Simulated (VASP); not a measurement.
A run of VASP 6.6.1:

File INCAR:

```
SYSTEM = VSi23
PREC = Accurate
ENCUT = 350
EDIFF = 1E-5
ISMEAR = 0
SIGMA = 0.03
LREAL = Auto
LASPH = .True.
NELM = 120
ALGO = Normal
ISIF = 2
LWAVE = .False.
LCHARG = .False.
ISPIN = 2
MAGMOM = 0 0 0 0 0 0 0 0 0 0 0 0 0 0 0 0 0 0 0 0 0 0 0 0
LORBIT = 11
NUPDOWN = 0
LMAXMIX = 4
LDAU = .True.
LDAUTYPE = 2
LDAUL = 2 -1
LDAUU = 5 0
LDAUJ = 0 0
LDAUPRINT = 1
GGA = PS
NBANDS = 74
NELECT = 106.0
ISYM = 0
KPAR = 4
```

File KPOINTS:

```
Automatic mesh
0
Gamma
  2 3 3
  0 0 0
```

POSCAR

```
VSi23                                   
1.0
    0.0000000000      8.1555000000      8.1555000000
    5.4370000000      0.0000000000      5.4370000000
    5.4370000000      5.4370000000      0.0000000000
  V               Si            
     1    23
Direct
     0.9955521107615730    0.0036802084180523    0.0013244791230674
     0.0009854556232728    0.9992324513417979    0.5013414373771919
     0.0017355439060701    0.4996635759968958    0.9988693006738586
     0.0008712247689652    0.5016206744482516    0.4975402358686706
     0.3320096434321759    0.0014607266197066    0.0020714909458238
     0.3358575677290291    0.0011747991273727    0.4960540539719616
     0.3365788943605314    0.4960331821917343    0.9993596452571860
     0.3333611872276344    0.5009498704843488    0.4995277791774784
     0.6708603288718700    0.9977941572049714    0.9980959334873500
     0.6640898389541472    0.0011220715268192    0.5052745489444963
     0.6650353222002725    0.5032343062951256    0.0008337998591450
     0.6675764486451453    0.5009777424501511    0.4995913283932807
     0.0842435230795338    0.1246148777439793    0.1264467386452025
     0.0868607024568235    0.1253354661024502    0.6214990545140041
     0.0876402146867184    0.6239001310390480    0.1211766706664940
     0.0835786072537619    0.6251055570447239    0.6246922864829285
     0.4223604988701177    0.1209896343924167    0.1210044437596690
     0.4144884324180989    0.1259798576198420    0.6284168302780816
     0.4153730340439398    0.6278644377910422    0.1245095228163916
     0.4172857951021473    0.6257427140885222    0.6242286583887373
     0.7419324230799128    0.1296424306322325    0.1317382220568001
     0.7516959079800906    0.1259339819233521    0.6242098008872025
     0.7523056250014776    0.6237471769526719    0.1245281794741645
     0.7504396695466837    0.6259179685645008    0.6254965589507976
```

Potentials or basis: VASP PAW PBE potentials, release 64 (V_sv, Si).

Run with:

```console
$ cat potpaw_PBE.64/V_sv/POTCAR potpaw_PBE.64/Si/POTCAR > POTCAR
$ mpirun -np 4 vasp_std > vasp.out
```

Hardware: 4 MPI ranks on Intel(R) Xeon(R) Platinum 8559C (Emerald Rapids) (shared host).

**Question.** Estimate the wall time of this run.

**Answer.** Wall time 15 min on 4 MPI ranks on Intel(R) Xeon(R) Platinum 8559C (Emerald Rapids), on a shared host, peak memory 0.67 GiB a rank. Counts: scf iterations 73, k points 10.
